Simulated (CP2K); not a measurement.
GaAs:

```
Ga As
1.0
     3.81256    0.00000    0.00000
     1.90628    3.30178    0.00000
     1.90628    1.10059    3.11295
Ga As
1 1
Cartesian
  0.0000 0.0000 0.0000
  3.8126 2.2012 1.5565
```

The cell was built by a generator and needn't be a form met in nature.

Program: CP2K 2026.2. Alike in all runs: potentials or basis POTENTIAL_UZH Ga GTH-PBE-q13, As GTH-PBE-q5; TZVP-MOLOPT-PBE-GTH basis; no spin polarisation; cell as given; k mesh 9 × 9 × 9; smearing fermi-dirac 0.05 eV.

Order these runs on this cell by their pressure, lowest first.
A. level MS2; points a segment of the path (NPOINTS) 10; bands added on the path 6
B. level LDA; points a segment of the path (NPOINTS) 10; bands added on the path 6
C. level PW91
D. level HLE16

D (-13.7 GPa), B (-2.9 GPa), A (-1.4 GPa), C (1.0 GPa).

Caveats: the potentials were made for another functional, which shifts forces and pressure; the basis of atomic orbitals isn't converged, which shifts pressures, moduli and gaps; the potentials were made for a functional far from this one (some runs).

Runs at the PBE level aren't shown here.
